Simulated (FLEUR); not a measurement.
# GaN (F-43m) in FLEUR: band structure with PBEsol

Aim: the band structure of GaN with PBEsol.

Program: FLEUR MaX-R8.1 (later development tree). These are calculated values, not measurements. Logs are shortened: lines on timing, memory, paths and dates and some standing lists are left out, and cuts for length are marked.

**Measured values to compare with.**

From a printed reference work, textbook, for a bulk crystal of GaN at 0 K: band gap 3.299 eV (direct).

The results are compared with them further down.

## 1. Starting point

It takes space group F-43m (No. 216, cubic). Conventional cell: a = 4.507 Å, b = 4.507 Å, c = 4.507 Å, α = 90.00°, β = 90.00°, γ = 90.00°. Ga (site symmetry -43m) has 4 N at 1.95 Å as nearest neighbours. N (site symmetry -43m) is surrounded by 4 Ga at 1.95 Å.

The cell is a database's computed one.

## 2. Band structure, PBEsol

File inp.xml:

```xml
<?xml version="1.0" encoding="UTF-8" standalone="no"?>
<fleurInput fleurInputVersion="0.39">
   <comment>
      GaN                                                                                                 
   </comment>
   <calculationSetup>
      <cutoffs Kmax="5.05" Gmax="15.7" GmaxXC="15.7" numbands="0"/>
      <scfLoop itmax="60" minDistance="0.00001" maxIterBroyd="15" imix="Anderson" alpha="0.05" precondParam="0.0" spinf="2.0" sdNocoIR="T"/>
      <coreElectrons ctail="T" frcor="F" kcrel="0" coretail_lmax="0"/>
      <xcFunctional name="PBEs" relativisticCorrections="F"/>
      <magnetism jspins="1"/>
      <soc l_soc="F" theta="0.0" phi="0.0" spav="F"/>
      <expertModes spex="0" secvar="F"/>
      <geometryOptimization l_f="F" forcealpha="1.0" forcemix="BFGS" epsdisp="0.00001" epsforce="0.00001"/>
      <ldaU l_linMix="F" mixParam="0.05" spinf="1.0"/>
   </calculationSetup>
   <cell>
      <bzIntegration valenceElectrons="26.0" mode="hist" fermiSmearingEnergy="0.00183747">
         <kPointListSelection listName="default-1"/>
         <!-- k-points included here -->
         <xi:include xmlns:xi="http://www.w3.org/2001/XInclude" href="kpts.xml"> </xi:include>
      </bzIntegration>
      <!-- symmetry operations included here -->
      <xi:include xmlns:xi="http://www.w3.org/2001/XInclude" href="sym.xml"> </xi:include>
      <bulkLattice scale="1.0">
[... 32 lines left out ...]
            <stateOccupation state="(2p3/2)" spinUp="1.000000" spinDown="1.000000"/>
         </electronConfig>
         <energyParameters s="2" p="2" d="3" f="4"/>
         <lo type="SCLO" l="0" n="2" eDeriv="2"/>
         <lo type="SCLO" l="1" n="2" eDeriv="2"/>
         <lo type="SCLO" l="2" n="3" eDeriv="2"/>
      </species>
   </atomSpecies>
   <atomGroups>
      <atomGroup species="Gallium (Ga)">
         <relPos label="                   1">.0000000000 .0000000000 .0000000000</relPos>
         <force calculate="T" relaxXYZ="TTT"/>
      </atomGroup>
      <atomGroup species="Nitrogen (N)">
         <relPos label="                   2">1.000/4.000 1.000/4.000 1.000/4.000</relPos>
         <force calculate="T" relaxXYZ="TTT"/>
      </atomGroup>
   </atomGroups>
   <output dos="F" band="F" slice="F">
      <checks vchk="F" cdinf="F"/>
      <bandDOS minEnergy="-.5*Htr" maxEnergy="0.5*Htr" sigma="0.015" storeEVData="T"/>
      <vacuumDOS vacdos="F" integ="F" star="F" nstars="0" locx1="0.0" locy1="0.0" locx2="0.0" locy2="0.0" nstm="0" tworkf="0.0"/>
      <unfoldingBand unfoldBand="F" supercellX="1" supercellY="1" supercellZ="1"/>
      <plotting iplot="0" polar="F">
         <plot TwoD="T" vec1="  1.0  0.0  0.0" vec2="  0.0  1.0  0.0" vec3="  0.0  0.0  1.0" zero="  0.0  0.0  0.0" file="plot"/>
      </plotting>
      <chargeDensitySlicing numkpt="0" minEigenval="0.0" maxEigenval="0.0" nnne="0" pallst="F"/>
      <specialOutput eonly="F"/>
      <moessbauerParams electricFieldGradient="T" isomerShift="T" coreHyperfine="T" valenceHyperfine="T"/>
      <magneticCircularDichroism mcd="F" energyLo="-10.0" energyUp="0.0"/>
   </output>
  <!-- We include the file relax.xml here to enable relaxations (see documentation) -->
  <xi:include xmlns:xi="http://www.w3.org/2001/XInclude" href="relax.xml"> <xi:fallback/> </xi:include>
</fleurInput>
```

File crystal.txt:

```
GaN
&input cartesian=F /
0.0000000000  2.2535006075  2.2535006075
2.2535006075  0.0000000000  2.2535006075
2.2535006075  2.2535006075  0.0000000000
1.8897261246
1.0 1.0 1.0

2
31 0.0000000000  0.0000000000  0.0000000000
7 0.2500000000  0.2500000000  0.2500000000

&kpt div1=10 div2=10 div3=10 gamma=T /
```

File inp.xml (bands):

```
<?xml version="1.0" encoding="UTF-8" standalone="no"?>
<fleurInput fleurInputVersion="0.39">
   <comment>
      GaN                                                                                                 
   </comment>
   <calculationSetup>
      <cutoffs Kmax="5.05" Gmax="15.7" GmaxXC="15.7" numbands="0"/>
      <scfLoop itmax="60" minDistance="0.00001" maxIterBroyd="15" imix="Anderson" alpha="0.05" precondParam="0.0" spinf="2.0" sdNocoIR="T"/>
      <coreElectrons ctail="T" frcor="F" kcrel="0" coretail_lmax="0"/>
      <xcFunctional name="PBEs" relativisticCorrections="F"/>
      <magnetism jspins="1"/>
      <soc l_soc="F" theta="0.0" phi="0.0" spav="F"/>
      <expertModes spex="0" secvar="F"/>
      <geometryOptimization l_f="F" forcealpha="1.0" forcemix="BFGS" epsdisp="0.00001" epsforce="0.00001"/>
      <ldaU l_linMix="F" mixParam="0.05" spinf="1.0"/>
   </calculationSetup>
   <cell>
      <bzIntegration valenceElectrons="26.0" mode="hist" fermiSmearingEnergy="0.00183747">
         <kPointListSelection listName="path-1"/>
         <!-- k-points included here -->
         <xi:include xmlns:xi="http://www.w3.org/2001/XInclude" href="kpts.xml"> </xi:include>
      </bzIntegration>
      <!-- symmetry operations included here -->
      <xi:include xmlns:xi="http://www.w3.org/2001/XInclude" href="sym.xml"> </xi:include>
      <bulkLattice scale="1.0">
[... 32 lines left out ...]
            <stateOccupation state="(2p3/2)" spinUp="1.000000" spinDown="1.000000"/>
         </electronConfig>
         <energyParameters s="2" p="2" d="3" f="4"/>
         <lo type="SCLO" l="0" n="2" eDeriv="2"/>
         <lo type="SCLO" l="1" n="2" eDeriv="2"/>
         <lo type="SCLO" l="2" n="3" eDeriv="2"/>
      </species>
   </atomSpecies>
   <atomGroups>
      <atomGroup species="Gallium (Ga)">
         <relPos label="                   1">.0000000000 .0000000000 .0000000000</relPos>
         <force calculate="T" relaxXYZ="TTT"/>
      </atomGroup>
      <atomGroup species="Nitrogen (N)">
         <relPos label="                   2">1.000/4.000 1.000/4.000 1.000/4.000</relPos>
         <force calculate="T" relaxXYZ="TTT"/>
      </atomGroup>
   </atomGroups>
   <output dos="F" band="T" slice="F">
      <checks vchk="F" cdinf="F"/>
      <bandDOS minEnergy="-.5*Htr" maxEnergy="0.5*Htr" sigma="0.015" storeEVData="T"/>
      <vacuumDOS vacdos="F" integ="F" star="F" nstars="0" locx1="0.0" locy1="0.0" locx2="0.0" locy2="0.0" nstm="0" tworkf="0.0"/>
      <unfoldingBand unfoldBand="F" supercellX="1" supercellY="1" supercellZ="1"/>
      <plotting iplot="0" polar="F">
         <plot TwoD="T" vec1="  1.0  0.0  0.0" vec2="  0.0  1.0  0.0" vec3="  0.0  0.0  1.0" zero="  0.0  0.0  0.0" file="plot"/>
      </plotting>
      <chargeDensitySlicing numkpt="0" minEigenval="0.0" maxEigenval="0.0" nnne="0" pallst="F"/>
      <specialOutput eonly="F"/>
      <moessbauerParams electricFieldGradient="T" isomerShift="T" coreHyperfine="T" valenceHyperfine="T"/>
      <magneticCircularDichroism mcd="F" energyLo="-10.0" energyUp="0.0"/>
   </output>
  <!-- We include the file relax.xml here to enable relaxations (see documentation) -->
  <xi:include xmlns:xi="http://www.w3.org/2001/XInclude" href="relax.xml"> <xi:fallback/> </xi:include>
</fleurInput>
```

Potentials or basis: all-electron, FLAPW.

The run is started by

```console
> inpgen -f crystal.txt -profile fastHighL
> # inp.xml edited to the form shown
> fleur_MPI
> fleur_MPI   # second run, on inp.xml (bands)
```

Output:

```text
Welcome to FLEUR        (www.flapw.de)
      MaX-Release 8.1          (www.max-centre.eu)

 ========== k-point set info ==========
 Selected k-point list: default-1
 k-point list type: mesh
 10 x 10 x 10
 Number of k points: 47

 ------------Calculation Setup---------------------------
 Number of MPI-tasks      :            1
 Number of PE/node        :            1
 Number of OMP-threads    :            1
 Most efficient MPI parallelization for:
           1          47
 Additional eigenvalue parallelization possible
 Number of basis functions:          428
 Approximate size of matrices (H+S) per k-point:         0.005 GB
 --------------------------------------------------------
 Iteration:     1   Distance:      24.46046332 me/bohr^3
 Iteration:     2   Distance:      20.98563181 me/bohr^3
 Iteration:     3   Distance:       8.05261136 me/bohr^3
 Iteration:     4   Distance:       4.43128134 me/bohr^3
 Iteration:     5   Distance:       3.12195310 me/bohr^3
 Iteration:     6   Distance:       0.35643138 me/bohr^3
 Iteration:     7   Distance:       0.33756725 me/bohr^3
 Iteration:     8   Distance:       0.03757188 me/bohr^3
 Iteration:     9   Distance:       0.02534980 me/bohr^3
 Iteration:    10   Distance:       0.00363207 me/bohr^3
 Iteration:    11   Distance:       0.00098157 me/bohr^3
 Iteration:    12   Distance:       0.00015802 me/bohr^3
 Iteration:    13   Distance:       0.00002524 me/bohr^3
 Iteration:    14   Distance:       0.00001846 me/bohr^3
 Iteration:    15   Distance:       0.00000188 me/bohr^3

 ********************************************************************
 Run finished successfully
 Stop message:
   all done
 ********************************************************************
```

output (bands):

```text
Welcome to FLEUR        (www.flapw.de)
      MaX-Release 8.1          (www.max-centre.eu)

 ========== k-point set info ==========
 Selected k-point list: path-1
 k-point list type: path
 Number of k points: 60

 ------------Calculation Setup---------------------------
 Number of MPI-tasks      :            1
 Number of PE/node        :            1
 Number of OMP-threads    :            1
 Most efficient MPI parallelization for:
           1           2           3           4           5           6          10          12          15          20          30          60
 Additional eigenvalue parallelization possible
 Number of basis functions:          431
 Approximate size of matrices (H+S) per k-point:         0.006 GB
 --------------------------------------------------------
 Fermi energy correction for insulators:
 No automatic correction of the Fermi energy has been performed.

 Note: Band structure data (together with different weights) is also stored in the banddos.hdf file.
       A convenient way of extracting and plotting the data from that file is by making use of the

 ********************************************************************
 Run finished successfully
 Stop message:
   Charge density postprocessing done.
 ********************************************************************
```

out.xml (last iteration):

```text
<iteration numberForCurrentRun="   15" overallNumber="   15">
         <energyParameters units="Htr">
            <atomicEP atomType="1" spin="1" branch="4s" branchLowest="-4.93" branchHighest="2.04" value="-0.0605912440"/>
            <atomicEP atomType="1" spin="1" branch="4p" branchLowest="-3.12" branchHighest="2.82" value="0.1021019945"/>
            <atomicEP atomType="1" spin="1" branch="3d" branchLowest="-9.99" branchHighest="-0.12" value="-0.2155856726"/>
            <atomicEP atomType="1" spin="1" branch="4f" branchLowest="-9.99" branchHighest="4.57" value="0.4347538760"/>
            <loAtomicEP atomType="1" spin="1" branch="3s" branchLowest="-45.84" branchHighest="-4.93" value="-4.9385318208"/>
            <loAtomicEP atomType="1" spin="1" branch="3p" branchLowest="-39.84" branchHighest="-3.12" value="-3.1363423067"/>
            <loAtomicEP atomType="1" spin="1" branch="3p" branchLowest="-39.84" branchHighest="-3.12" value="-3.1363423067"/>
            <heloAtomicEP atomType="1" spin="1" branch="4d" branchLowest="2.93" branchHighest="2.93" value="2.9310631334"/>
            <heloAtomicEP atomType="1" spin="1" branch="4d" branchLowest="2.93" branchHighest="2.93" value="2.9310631334"/>
            <loAtomicEP atomType="1" spin="1" branch="4f" branchLowest="-9.99" branchHighest="4.57" value="0.4347566033"/>
            <atomicEP atomType="2" spin="1" branch="2s" branchLowest="-13.46" branchHighest="1.24" value="-0.3096319574"/>
            <atomicEP atomType="2" spin="1" branch="2p" branchLowest="-9.99" branchHighest="1.40" value="0.0031960703"/>
            <atomicEP atomType="2" spin="1" branch="3d" branchLowest="-9.99" branchHighest="5.56" value="0.2473196768"/>
            <atomicEP atomType="2" spin="1" branch="4f" branchLowest="-9.99" branchHighest="9.55" value="0.4075273541"/>
            <loAtomicEP atomType="2" spin="1" branch="2s" branchLowest="-13.46" branchHighest="1.24" value="-0.3096319574"/>
            <loAtomicEP atomType="2" spin="1" branch="2p" branchLowest="-9.99" branchHighest="1.40" value="0.0031343871"/>
            <loAtomicEP atomType="2" spin="1" branch="3d" branchLowest="-9.99" branchHighest="5.56" value="0.2473204122"/>
         </energyParameters>
         <eigenvalues>
            <eigenvaluesAt spin="1" ikpt="1" k_x="0.00000000" k_y="0.00000000" k_z="0.00000000">
                      -4.9385149028       -3.1345564709       -3.1345564709       -3.1345564709       -0.3174696338
                      -0.2277905013       -0.2277905013       -0.2277905013       -0.2160477060       -0.2160477060
                       0.2677811422        0.2677811422        0.2677811422        0.3295350282        0.6428737986
                       0.6428737986        0.6428737986        0.9081931013        0.9521890126        0.9521890126
                       0.9521890126
            </eigenvaluesAt>
            <eigenvaluesAt spin="1" ikpt="2" k_x="0.00000000" k_y="0.00000000" k_z="0.10000000">
                      -4.9385146358       -3.1345619945       -3.1345572836       -3.1345572836       -0.3133800003
                      -0.2272886710       -0.2272886710       -0.2263639997       -0.2160949238       -0.2160949238
                       0.2269465374        0.2638202699        0.2638202699        0.3612556267        0.6244254639
                       0.6489391201        0.6489391201        0.9041400222        0.9041400222        0.9050081291
[... 39 lines left out ...]
            <totalCharge value="37.9999999996"/>
         </allElectronCharges>
         <moessbauerParams unitsHFF="kG" unitsIS="e/bohr^3" unitsEFG="Htr/bohr^2">
            <coreIsomerShift atomType="1" isTotal="27949.44574">
               <shell n="1" l="0" isomerShift="25400.42414"/>
               <shell n="2" l="0" isomerShift="2528.34667"/>
               <shell n="2" l="1" isomerShift="20.67493"/>
            </coreIsomerShift>
            <coreIsomerShift atomType="2" isTotal="199.63866">
               <shell n="1" l="0" isomerShift="199.63866"/>
            </coreIsomerShift>
            <isomerShift atomType="1" nucleusRadius="0.0000972" averageDensity="28346.34428"/>
            <isomerShift atomType="2" nucleusRadius="0.0000569" averageDensity="208.39534"/>
            <electricFieldGradient atomType="1" VXX="0.00000" VYY="0.00000" VZZ="0.00000" asymParam="0.00000">
            </electricFieldGradient>
            <electricFieldGradient atomType="2" VXX="0.00000" VYY="0.00000" VZZ="0.00000" asymParam="0.00000">
            </electricFieldGradient>
         </moessbauerParams>
         <totalEnergy                                    value="    -1997.2523086101" units="Htr">
            <sumOfEigenvalues                            value="    -1138.2496874882">
               <coreElectrons value="-1107.7915409665"/>
               <valenceElectrons value="-30.4581465217"/>
            </sumOfEigenvalues>
            <densityCoulombPotentialIntegral value="-3067.1412136876"/>
            <densityEffectivePotentialIntegral value="-3173.2002224629"/>
            <chargeDenXCDenIntegral value="-80.9310100289"/>
            <FockExchangeEnergyValence value="0.0000000000"/>
            <FockExchangeEnergyCore value="0.0000000000"/>
            <atomTypeDependentContributions atomType="1">
               <electronNucleiInteractionDifferentMTs value="2332.1526933374"/>
               <MadelungTerm value="-19.5948853756"/>
            </atomTypeDependentContributions>
            <atomTypeDependentContributions atomType="2">
               <electronNucleiInteractionDifferentMTs value="62.0352949925"/>
               <MadelungTerm value="-3.9183530066"/>
            </atomTypeDependentContributions>
            <tkbTimesEntropy value="0.0000000000"/>
            <freeEnergy value="-1997.2523086101"/>
            <extrapolationTo0K value="-1997.2523086101"/>
         </totalEnergy>
         <densityConvergence units="me/bohr^3">
            <chargeDensity spin="1" distance="0.0000018786"/>
         </densityConvergence>
      </iteration>
```

Run time: 72 s. Hardware: 1 thread of Arm Neoverse V2, shared host; peak memory 0.06 GiB.

What came out:

| Item | Value |
| --- | --- |
| Free energy | -54348.0040 eV |
| Band gap on the k mesh | 1.68 eV, direct |
| Band gap along the path | 1.68 eV, direct |
| Valence electrons inside the program's atomic spheres | Ga 18.73; N 3.56 (radii Ga 1.94, N 1.48 bohr) |

Levels at the corners of the path, in eV from the valence-band top:
| point | band 9 | band 10 | band 11 | band 12 | band 13 | band 14 | band 15 | band 16 | band 17 | band 18 |
| --- | --- | --- | --- | --- | --- | --- | --- | --- | --- | --- |
| Γ | -13.17 | -13.17 | 0.00 | 0.00 | 0.00 | 1.68 | 10.21 | 10.21 | 10.21 | 17.43 |
| X | -13.09 | -11.44 | -6.18 | -2.73 | -2.73 | 3.22 | 6.56 | 11.57 | 13.87 | 13.87 |
| W | -13.15 | -11.15 | -5.74 | -3.74 | -3.69 | 6.11 | 8.36 | 10.18 | 10.93 | 15.17 |
| K | -13.13 | -11.27 | -5.91 | -4.31 | -2.19 | 4.87 | 7.81 | 10.94 | 12.75 | 13.47 |
| Γ | -13.17 | -13.17 | 0.00 | 0.00 | 0.00 | 1.68 | 10.21 | 10.21 | 10.21 | 17.43 |
| L | -13.12 | -11.88 | -7.11 | -0.98 | -0.98 | 4.56 | 8.63 | 10.25 | 10.25 | 15.44 |
| U | -13.13 | -11.27 | -5.91 | -4.31 | -2.19 | 4.87 | 7.81 | 10.94 | 12.75 | 13.47 |
| W | -13.15 | -11.15 | -5.74 | -3.74 | -3.69 | 6.11 | 8.36 | 10.18 | 10.93 | 15.17 |
| L | -13.12 | -11.88 | -7.11 | -0.98 | -0.98 | 4.56 | 8.63 | 10.25 | 10.25 | 15.44 |
| K | -13.13 | -11.27 | -5.91 | -4.31 | -2.19 | 4.87 | 7.81 | 10.94 | 12.75 | 13.47 |
| U | -13.13 | -11.27 | -5.91 | -4.31 | -2.19 | 4.87 | 7.81 | 10.94 | 12.75 | 13.47 |
| X | -13.09 | -11.44 | -6.18 | -2.73 | -2.73 | 3.22 | 6.56 | 11.57 | 13.87 | 13.87 |

Core levels (eV from the Fermi level):
| atom | levels |
| --- | --- |
| 1 Ga | 1s1/2 -10212.3, 2s1/2 -1254.6, 2p1/2 -1110.2, 2p3/2 -1082.6 |
| 2 N | 1s1/2 -373.6 |

## 3. Against experiment

Step 2. Measured gap of GaN: 3.299 eV (direct; 0 K; a printed reference work, textbook). This calculation gives 1.68 eV (-1.62 eV). Spin-orbit coupling on Ga is left out. The value is that of PBEsol, without temperature or zero-point motion. Semilocal functionals fall short of measured gaps as a rule. The cell is a database's relaxed one, not the measured one, which moves gaps too.
